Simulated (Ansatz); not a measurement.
A relaxation computed with Ansatz, from input to last step.

```yaml
crystal:
  lattice:
    - [0.0, 3.0025, 3.0025]
    - [3.0025, 0.0, 3.0025]
    - [3.0025, 3.0025, 0.0]
  atoms:
    - { symbol: Li, position: [0.25, 0.25, 0.25] }
    - { symbol: Li, position: [0.75, 0.75, 0.75] }
    - { symbol: Se, position: [0.0, 0.0, 0.0] }
basis:
  ecutwfc: 500
kpoints:
  mp_grid: { grid: [8, 8, 8] }
hamiltonian:
  xc: r2scan
scf:
  occupations: { method: gaussian, width: 0.02 }
output:
  forces: true
  stress: true
  eigenvalues: true
relax:
  adjacent_minimum: "off"
  f_tol: 0.005
  max_steps: 80
  cell: { stress_tol: 0.05 }
```

```bash
ansatz run input.yaml --threads 1 --pin off --max-ram 2560MiB --backend cpu --events-out ev --progress --plain --runs-dir out
```

Level of theory: Ansatz 0.2.0, DFT r2SCAN, scalar-relativistic, plane waves, PAW.

Of 3 frames 3 are shown, positions in Å and forces in eV/Å; the SCF threshold varies from step to step. Steps run on the plane waves of an earlier cell, with a Pulay correction in the pressure. The basis is chosen afresh for the last frame, the zero of the energies, and at times for earlier ones too; energy and pressure step there, also at an unchanged geometry.

```xyz
3
Lattice="0.0000 3.0025 3.0025 3.0025 0.0000 3.0025 3.0025 3.0025 0.0000" Properties=species:S:1:pos:R:3:forces:R:3 pbc="T T T" step=1 free_energy_over_end_meV_per_atom=0.19 pressure_GPa=-0.34
Li    1.5012    1.5012    1.5012    0.0000    0.0000    0.0000
Li    4.5038    4.5038    4.5038    0.0000    0.0000    0.0000
Se    0.0000    0.0000    0.0000    0.0000    0.0000    0.0000
3
Lattice="0.0000 2.9934 2.9934 2.9934 0.0000 2.9934 2.9934 2.9934 0.0000" Properties=species:S:1:pos:R:3:forces:R:3 pbc="T T T" step=2 free_energy_over_end_meV_per_atom=-0.01 pressure_GPa=-0.03
Li    1.4967    1.4967    1.4967    0.0000    0.0000    0.0000
Li    4.4901    4.4901    4.4901    0.0000    0.0000    0.0000
Se    0.0000    0.0000    0.0000    0.0000    0.0000    0.0000
3
Lattice="0.0000 2.9934 2.9934 2.9934 0.0000 2.9934 2.9934 2.9934 0.0000" Properties=species:S:1:pos:R:3:forces:R:3 pbc="T T T" step=3 free_energy_over_end_meV_per_atom=0.00 pressure_GPa=-0.03
Li    1.4967    1.4967    1.4967    0.0000    0.0000    0.0000
Li    4.4901    4.4901    4.4901    0.0000    0.0000    0.0000
Se    0.0000    0.0000    0.0000    0.0000    0.0000    0.0000
```

It took 29 s on 1 thread of Intel(R) Xeon(R) Processor @ 2.50GHz (Skylake/Cascade Lake), on a shared host, peak memory 0.5 GiB.